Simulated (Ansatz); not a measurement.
# Te: stress in a strained cell

Te is deformed so: equal xy, yz and zx engineering shear strains of -3 %. What stress and forces result, by LAPW, PAW and all-electron datasets made for the crystal?

Program: Ansatz 0.2.0. Level of theory: DFT LDA, scalar-relativistic. These are calculated values, not measurements.

## (1) The starting structure

It takes space group C2/m (No. 12, monoclinic). Conventional cell: a = 8.468 Å, b = 4.742 Å, c = 3.959 Å, α = 90.00°, β = 91.89°, γ = 90.00°. Te (site symmetry m) is surrounded by 6 Te at 2.99 to 3.25 Å. Te (site symmetry 2/m) is surrounded by 6 Te at 2.99 to 3.10 Å.

Cell or atoms stand a little off a more symmetric structure (R-3m at a tolerance of 0.3 Å), so results at this geometry aren't those of that ideal crystal.

As a file:

```
CELL_PARAMETERS angstrom
4.23410 -2.37120 0.00000
4.23410 2.37120 0.00000
-0.13045 0.00000 3.95735
ATOMIC_POSITIONS crystal
Te 0.67600 0.67600 0.67500
Te 0.32400 0.32400 0.32500
Te 0.00000 0.00000 0.00000
```

Atoms are numbered in the order of the input: Te1, Te2, Te3.

## (2) The deformed structure

Space group C2/m before, P-1 after.

## (3) Full-potential LAPW

File input.yaml:

```yaml
crystal:
  lattice:
    - [4.269668, -2.4347115, -0.0279435]
    - [4.198532, 2.3076885, -0.0990795]
    - [-0.18981025, -0.0574035, 3.95930675]
  atoms:
    - { symbol: Te, position: [0.676, 0.676, 0.675] }
    - { symbol: Te, position: [0.324, 0.324, 0.325] }
    - { symbol: Te, position: [0.0, 0.0, 0.0] }
kpoints:
  mp_grid: { grid: [8, 8, 8] }
  band_path:
    path:
      - [0.0, 0.0, 0.0]
      - [-0.5, 0.0, 0.0]
      - [0.0, 0.0, -0.5]
      - [0.0, 0.0, 0.0]
      - [-0.5, -0.5, 0.0]
      - [0.0, -0.5, 0.5]
      - [0.0, 0.0, 0.0]
      - [-0.5, -0.5, 0.5]
      - [0.0, -0.5, 0.0]
    npoints: 5
scf:
  occupations: { method: fermi_dirac, width: 0.05 }
hamiltonian:
  xc: lda
  pseudopotentials: { kind: all_electron, lapw: { basis_error: 0.001 } }
output:
  forces: true
  stress: true
  eigenvalues: true
```

Started as:

```sh
$ ansatz run input.yaml --threads 1 --pin off --max-ram 6144MiB --backend cpu --events-out ev --progress --plain --runs-dir out
```

## (4) Frozen-core PAW

File input.yaml:

```yaml
crystal:
  lattice:
    - [4.269668, -2.4347115, -0.0279435]
    - [4.198532, 2.3076885, -0.0990795]
    - [-0.18981025, -0.0574035, 3.95930675]
  atoms:
    - { symbol: Te, position: [0.676, 0.676, 0.675] }
    - { symbol: Te, position: [0.324, 0.324, 0.325] }
    - { symbol: Te, position: [0.0, 0.0, 0.0] }
kpoints:
  mp_grid: { grid: [8, 8, 8] }
scf:
  occupations: { method: fermi_dirac, width: 0.05 }
hamiltonian:
  xc: lda
  pseudopotentials: { kind: paw }
output:
  forces: true
  stress: true
  eigenvalues: true
  efg: { contact_densities: true }
```

## (5) All-electron PAW on datasets made for the crystal

Edit input.yaml of step 4 so:

```diff
@@ -15,3 +15,3 @@
   xc: lda
-  pseudopotentials: { kind: paw }
+  pseudopotentials: { kind: all_electron, datasets: crystal }
 output:
```

(Steps that only read results are left out.)

Q: Predict the outcome of this session. Wanted: pressure; largest shear or deviatoric stress.

As calculated:

| quantity | value |
| --- | --- |
| pressure | LAPW 4.90, PAW 4.86, crystal datasets 4.89 GPa |
| largest shear or deviatoric stress (LAPW) | 2.19 GPa |

**Reading.** The largest part of the stress beyond the pressure is 2.19 GPa in size, in the xz component; the atoms are carried along and not relaxed. No run of the undeformed cell stands beside it, so the pressure holds what the given cell had before the change. PAW: stress within 0.04 GPa of LAPW, forces within 1 meV/Å. Crystal datasets: stress within 0.01 GPa of LAPW, forces within 1 meV/Å. Spin-orbit coupling is left out, though the cell holds Te; in elements this heavy it can shift bands and gaps by tenths of an eV.
